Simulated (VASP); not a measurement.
**MoSe2: band structure with TB-mBJ**

The system is MoSe2.

```
CELL_PARAMETERS angstrom
3.27866 0.00000 0.00000
-1.63933 2.83941 0.00000
0.00000 0.00000 12.72501
ATOMIC_POSITIONS crystal
Mo 0.33333 0.66667 0.25000
Mo 0.66667 0.33333 0.75000
Se 0.33333 0.66667 0.61833
Se 0.66667 0.33333 0.11833
Se 0.33333 0.66667 0.88167
Se 0.66667 0.33333 0.38167
```

```json
{
 "Program": "VASP 6.6.1",
 "Task": "band structure",
 "Functional": "TB-mBJ",
 "Potentials or basis": "VASP PAW PBE potentials, release 64 (Mo_sv, Se)",
 "Cutoff": "520 eV",
 "k mesh": "9 × 9 × 2",
 "Occupations": "gaussian, width 0.03 eV",
 "Spin": "spin-orbit coupling, no magnetisation",
 "Further INCAR settings": "ALGO = Normal; EDIFF = 1e-06"
}
```

The valence electrons inside the program's atomic spheres are Mo 12.33; Se 4.14.

It took 18 min on 4 MPI ranks on Intel(R) Xeon(R) Platinum 8259CL CPU @ 2.50GHz (Skylake/Cascade Lake) (shared host), peak memory 0.83 GiB a rank.
